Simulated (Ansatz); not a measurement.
**How the smearing shapes the phonons of Pd-Re stack of (111) layers**

Aim: see how the phonons of Pd-Re stack of (111) layers along the first symmetry line respond to the electronic smearing. The first relaxation steps of the session are not shown, so no cell shown is the starting entry, unless a step says so.

Program: Ansatz 0.2.0. Level of theory: DFT PBE, scalar-relativistic, plane waves, PAW; PAW set soft_1. Results are calculated unless marked as measured.

This is a report of a sequence of runs, with most program output left out.

### 1. The cell after earlier relaxation steps

The cell holds 2 atoms: 1 Pd and 1 Re. Cell: a = 2.686 Å, b = 2.686 Å, c = 28.290 Å, α = 90.0°, β = 90.0°, γ = 120.0°. Vacuum lies along c.

### 2. Relaxing tightly for phonons

Phonons are second derivatives about the minimum, so the remaining forces must be small: the thresholds are tightened. Earlier relaxation steps are not shown.

Input file input.yaml:

```yaml
crystal:
  lattice:
    - [2.6855168278, -2.8192e-06, 0.0]
    - [-1.3427559724, 2.3257272048, 0.0]
    - [0.0, 0.0, 28.290445346]
  atoms:
    - { symbol: Pd, position: [0.0, 0.0, 0.1948639649] }
    - { symbol: Re, position: [0.3333333333, 0.6666666667, 0.2733230798] }
  periodic: [true, true, false]
kpoints:
  mp_grid: { grid: [12, 12, 1] }
hamiltonian:
  xc: pbe
  pseudopotentials: { kind: paw, azcp: { folder: soft_1 } }
scf:
  occupations: { method: methfessel_paxton, width: 0.2 }
output:
  forces: true
  stress: true
  eigenvalues: true
  write_density: true
  write_potential: true
  elf: true
  volumetric_format: npy
relax:
  adjacent_minimum: "off"
  f_tol: 0.001
  max_steps: 60
  cell: { stress_2d_tol: 0.002 }
```

On the command line:

```console
> ansatz run input.yaml --threads 4 --pin off --max-ram 12288MiB --backend cpu --events-out ev --progress --plain --runs-dir out
```

Wall time 11 s (4 threads of Arm Neoverse V2, shared host); peak memory 0.47 GiB; 43 s of CPU time.

Little changed from the start: no atom moved by 0.005 Å and no cell edge by 0.1 %.

Numbers from this step:

```
metallic on mesh  : yes
gap on the k-mesh : 0 eV
```

ELF in the ca plane at fractional y = 0.667, with atoms of Re within 0.2 Å of it. It is the smooth field of the valence electrons, not physical close to the nuclei.

Ten even steps from '0' (0.00) to '9' (0.69), each cell a mean:
```
00000000000123555334445565421000000000000000
00000000000123555334445565421000000000000000
00000000000123444333465334310000000000000000
00000000001123333344899532210000000000000000
00000000001123333447979942210000000000000000
00000000001123333447979942210000000000000000
00000000001123333445899632210000000000000000
00000000000123443333465333310000000000000000
```
Columns run along c (16.0 Å, from fractional 0.00 to 0.57 of the cell), rows up along a (2.7 Å). Atoms in or near the plane, at fractional coordinates: Re at (0.27, 0.33).

Electrostatic potential energy in the ca plane at fractional y = 0.667, with atoms of Re within 0.2 Å of it. With pseudopotentials it is smooth inside the atoms' cores, unlike the true potential.

Ten even steps from '0' (-59 eV) to '9' (1 eV), each cell a mean:
```
99999999999998545888878899999999999999999999
99999999999998545888878899999999999999999999
99999999999998767887545789999999999999999999
99999999999999888885100479999999999999999999
99999999999999999973000168999999999999999999
99999999999999999973000168999999999999999999
99999999999999888884000379999999999999999999
99999999999998767887534789999999999999999999
```
Columns run along c (16.0 Å, from fractional 0.00 to 0.57 of the cell; values clipped at the 3rd and 97th percentile), rows up along a (2.7 Å). Atoms in or near the plane, at fractional coordinates: Re at (0.27, 0.33).

Valence density in the ca plane at fractional y = 0.667, with atoms of Re within 0.2 Å of it. It is the smooth field of the valence electrons, not physical close to the nuclei.

Ten steps, logarithmic in the rise over the least value, from '0' (0.0 e/Å³) to '9' (6.9 e/Å³), each cell a mean:
```
00000000000124676433444321000000000000000000
00000000000124676433444321000000000000000000
00000000000123565434566431000000000000000000
00000000000113344346898632000000000000000000
00000000000012333347999842100000000000000000
00000000000012333347999842100000000000000000
00000000000113344346898642000000000000000000
00000000000123565434676431000000000000000000
```
Columns run along c (16.0 Å, from fractional 0.00 to 0.57 of the cell), rows up along a (2.7 Å). Atoms in or near the plane, at fractional coordinates: Re at (0.27, 0.33).

### 3. Phonons along a line: Fermi–Dirac smearing of 0.1 eV

Each wavevector is solved by itself, so no interpolation smooths a dip of the branch.

Input file input.yaml:

```yaml
crystal:
  lattice:
    - [2.6852105685, -2.8189e-06, 0.0]
    - [-1.342602843, 2.3254619763, 0.0]
    - [0.0, 0.0, 28.290445346]
  atoms:
    - { symbol: Pd, position: [0.0, 0.0, 0.194839217] }
    - { symbol: Re, position: [0.3333333333, 0.6666666667, 0.2733478277] }
  periodic: [true, true, false]
kpoints:
  mp_grid: { grid: [24, 24, 1] }
hamiltonian:
  xc: pbe
  pseudopotentials: { kind: paw, azcp: { folder: soft_1 } }
scf:
  occupations: { method: fermi_dirac, width: 0.1 }
output:
  eigenvalues: true
phonons:
  method: dfpt
  qpoints:
    - [0, 0, 0]
    - [0.041666667, 0.0, 0.0]
    - [0.125, 0.0, 0.0]
    - [0.208333333, 0.0, 0.0]
    - [0.291666667, 0.0, 0.0]
    - [0.375, 0.0, 0.0]
    - [0.458333333, 0.0, 0.0]
```

The job ended after 18 min (4 threads; peak memory 4.1 GiB; 71 min of CPU time).

Each wavevector solved by linear response. Frequency against |q| along the line:

| \|q\| along the line (Å⁻¹) | mode 1 (cm⁻¹) | mode 2 (cm⁻¹) | mode 3 (cm⁻¹) | mode 4 (cm⁻¹) | mode 5 (cm⁻¹) | mode 6 (cm⁻¹) |
| --- | --- | --- | --- | --- | --- | --- |
| 0.000 | 0 | 0 | 0 | 83.0 | 83.0 | 180 |
| 0.113 | 3.44 | 16.5 | 31.0 | 84.6 | 88.5 | 179 |
| 0.338 | 22.2 | 45.3 | 84.7 | 94.8 | 119 | 176 |
| 0.563 | 42.7 | 65.3 | 110 | 116 | 153 | 179 |
| 0.788 | 62.5 | 77.3 | 126 | 126 | 166 | 204 |
| 1.013 | 62.5 | 75.6 | 136 | 139 | 173 | 230 |
| 1.238 | -43.8 | 81.5 | 140 | 147 | 180 | 246 |

### 4. Wavevectors along a line: Fermi–Dirac smearing of 0.25 eV

input.yaml, as its differences from that of step 3:

```diff
@@ -15,3 +15,3 @@
 scf:
-  occupations: { method: fermi_dirac, width: 0.1 }
+  occupations: { method: fermi_dirac, width: 0.25 }
 output:
```

Wider smearing eases the sum over k-points of a metal but moves the result away from its zero-temperature value.

It took 19 min on 4 threads; peak memory 4 GiB.

Each wavevector solved by linear response. Table of frequency by |q| along the line:

| \|q\| along the line (Å⁻¹) | mode 1 (cm⁻¹) | mode 2 (cm⁻¹) | mode 3 (cm⁻¹) | mode 4 (cm⁻¹) | mode 5 (cm⁻¹) | mode 6 (cm⁻¹) |
| --- | --- | --- | --- | --- | --- | --- |
| 0.000 | 0 | 0 | 0 | 83.7 | 83.7 | 178 |
| 0.113 | 2.82 | 15.8 | 30.4 | 85.2 | 89.0 | 178 |
| 0.338 | 21.6 | 43.6 | 83.5 | 95.1 | 119 | 176 |
| 0.563 | 41.8 | 63.4 | 110 | 116 | 154 | 179 |
| 0.788 | 60.1 | 73.7 | 126 | 129 | 167 | 203 |
| 1.013 | 65.9 | 73.1 | 136 | 139 | 173 | 230 |
| 1.238 | 31.2 | 78.6 | 138 | 147 | 179 | 244 |

Against step 3 (now smearing width 0.25 eV), the free energy moves by -90.5 meV an atom.

### 5. The lowest branch at each setting

Table of lowest frequency by |q| along the line:

| \|q\| along the line (Å⁻¹) | fermi dirac 0.1 eV, k 24x24x1 (cm⁻¹) | fermi dirac 0.25 eV, k 24x24x1 (cm⁻¹) |
| --- | --- | --- |
| 0.000 | 0 | 0 |
| 0.113 | 3.44 | 2.82 |
| 0.338 | 22.2 | 21.6 |
| 0.563 | 42.7 | 41.8 |
| 0.788 | 62.5 | 60.1 |
| 1.013 | 62.5 | 65.9 |
| 1.238 | -43.8 | 31.2 |

### 6. Results

| Property | Result |
| --- | --- |
| phonon run of the rows without a label of their own | PBE, k 24×24×1 |
| lowest branch at the last solved point, Fermi–Dirac 0.1 eV | -43.8 cm⁻¹ at \|q\| = 1.24 Å⁻¹ |
| lowest branch at the last solved point, Fermi–Dirac 0.25 eV | 31.2 cm⁻¹ at \|q\| = 1.24 Å⁻¹ |

In words: A branch softens as the smearing narrows, the mark of a Kohn anomaly. The line holds 7 wavevectors, so a narrow dip between them would be missed. Between Fermi–Dirac 0.25 eV and Fermi–Dirac 0.1 eV the largest change, with modes counted by rank of frequency, is in mode 1 at |q| = 1.24 Å⁻¹, from 31.2 to -43.8 cm⁻¹, a softening that marks strong screening by the Fermi surface at that wavevector. Where branches cross, a count by rank can hide a softening. The wide smearing hides an instability that the narrow one shows, as in charge-density-wave metals above and below their transition. At the narrowest width the k mesh may not resolve the Fermi surface, so part of the change can be mesh noise. Spin–orbit coupling, left out here, matters for Re. The structure was built by hand as an ordered model, and its stability against other phases was not tested.

[Logs are printed without paths, hosts, clocks, repeated set-up lines and the standing remarks that a program may print on its own settings, such as how far it seeks lower states.]

[Hosts, paths, dates, database ids (printed as entryN), source tags and the programs' standing remarks are cut or masked in the printed files.]
